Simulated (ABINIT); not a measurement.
Crystal: FeO (Wuestite).

```xyz
2
Lattice="0.0000 2.1554 2.1554 2.1554 0.0000 2.1554 2.1554 2.1554 0.0000" Properties=species:S:1:pos:R:3 pbc="T T T"
Fe    0.0000    0.0000    0.0000
O     2.1554    2.1554    2.1554
```

```yaml
Program: ABINIT 10.8.3 (patched build)
Task: single point
Functional: PBE
Potentials_or_basis: JTH PAW PBE v2.0
Cutoff: 707 eV
k_mesh: 11 × 11 × 11
Occupations: fermi-dirac, width 0.05 eV
Spin: collinear spin, ferromagnetic start
Starting_moments: "[3.0, 0.0] μB"
```

On this cell: pressure -0.8 GPa; largest force zero by symmetry; net moment 4.00 μB per cell; site moments Fe +3.59; O +0.29 μB; band gap on the k mesh none (metal or under the smearing width).

The same run follows on a disturbed copy (atoms moved at random, drawn with an rms of 0.05 Å):

```
Fe O
1.0
     0.00000    2.15540    2.15540
     2.15540    0.00000    2.15540
     2.15540    2.15540    0.00000
Fe O
1 1
Direct
  0.01050 0.99977 0.02106
  0.51406 0.51299 0.49061
```

**Question.** What does the disturbed cell give?

**Answer.** The energy (extrapolated to zero smearing) moves by +4.4 meV/atom; pressure -0.4 GPa; largest force 0.225 eV/Å; net moment 4.00 μB per cell; site moments Fe +3.59; O +0.29 μB; band gap on the k mesh none (metal or under the smearing width).

Forces in eV/Å, atoms in the order of the input:
```
Fe  -0.107 -0.169  0.104
O    0.107  0.169 -0.104
```

Stress tensor (GPa, compression positive):
```
-0.53 -0.15  0.09
-0.15  0.00  0.15
 0.09  0.15 -0.55
```

Caveats: a cell with one magnetic atom can't hold antiferromagnetic order, which such compounds often take; semilocal functionals often make such compounds metallic where correlation or magnetic order opens a gap, which also shifts bond lengths.
